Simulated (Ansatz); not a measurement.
# ZrH2: the change of energy above given cell and pressure with volume ratio

All results are calculated (Ansatz 0.2.0). Plane-wave density functional theory, PAW datasets, Gaussian smearing 0.05 eV: equation of state, the given cell scaled in volume with shape and atoms relaxed at each volume.

The cell before it is scaled or strained (space group Fm-3m, No. 225):
```
CELL_PARAMETERS angstrom
0.00000 2.38190 2.38190
2.38190 0.00000 2.38190
2.38190 2.38190 0.00000
ATOMIC_POSITIONS crystal
Zr 0.00000 0.00000 0.00000
H 0.25000 0.25000 0.25000
H 0.75000 0.75000 0.75000
```

Settings of every row: paw set soft_2; functional PBEsol; spin treatment none; moment partition spheres; spin axis none; wave cutoff 420 eV; k mesh 10x10x10; symmetry use detected.

Atom hubbard u: 0 on all atoms.

Limits: the cell comes from a prototype or a list of computed structures and needn't be the stable phase.

```csv
row,volume ratio,V (Å³/atom),energy above given cell (meV per atom),pressure (GPa)
1,0.96,8.648,6.65,6.227
2,0.98,8.828,1.55,2.91
3,1,9.009,0,-0.09
4,1.02,9.189,?,?
5,1.04,9.369,6.23,-5.268
```

Question: what energy above given cell and pressure should row 4 give?

Worked fit of energy above given cell. Take u = (V_r/V)^(2/3) − 1 with V_r = 8.9185 Å³ an atom, which is twice the finite (Eulerian) strain; such expansions in the strain, on which the Birch-Murnaghan equation of state is built, carry the rest volume and the bulk modulus. The shown rows have u = 0.02075, 0.00682, -0.00671, -0.03232. Least squares give energy above given cell = 0.35 + 113.75 × u + 9148.5 × u² meV per atom; a straight line predicts inner rows, each left out in turn, worse (root mean square 4 against 0.003 meV per atom). All shown rows lie on it to the printed digit. Its lowest point lies at u = -0.0062, or V = 9.002 Å³ an atom, and the curvature there gives the bulk modulus with shape and atoms relaxed, B = (4/9)(1 + u)² E″(u)/V = 143 GPa. The withheld row has u = -0.01972, so the fit gives 0.35 + 113.75 × (-0.01972) + 9148.5 × (-0.01972)² = 1.66 meV per atom.

The calculation gave 1.65 meV per atom. The fit lies 0.01 meV per atom (0.15 % of the column's range) above it, one unit of the last digit.

Worked fit of pressure. Take u = (V_r/V)^(2/3) − 1 with V_r = 8.9185 Å³ an atom, which is twice the finite (Eulerian) strain; such expansions in the strain, on which the Birch-Murnaghan equation of state is built, carry the rest volume and the bulk modulus. The shown rows have u = 0.02075, 0.00682, -0.00671, -0.03232. Least squares give pressure = 1.3743 + 222.686 × u + 532.3 × u² GPa; a straight line predicts inner rows, each left out in turn, worse (root mean square 0.23 against 0.016 GPa). The rows lie off it by 0.003, -0.008, 0.006, -0.001 (root mean square 0.0052 GPa). The pressure vanishes at u = -0.0063, or V = 9.003 Å³ an atom, and there the bulk modulus with shape and atoms relaxed is B = −V dP/dV = (2/3)(1 + u) dP/du = 143 GPa. The withheld row has u = -0.01972, so the fit gives 1.3743 + 222.686 × (-0.01972) + 532.3 × (-0.01972)² = -2.810 GPa.

The calculation gave -2.807 GPa. The fit lies 0.003 GPa (0.026 % of the column's range) below it; its largest miss of a shown row is 0.008 GPa.
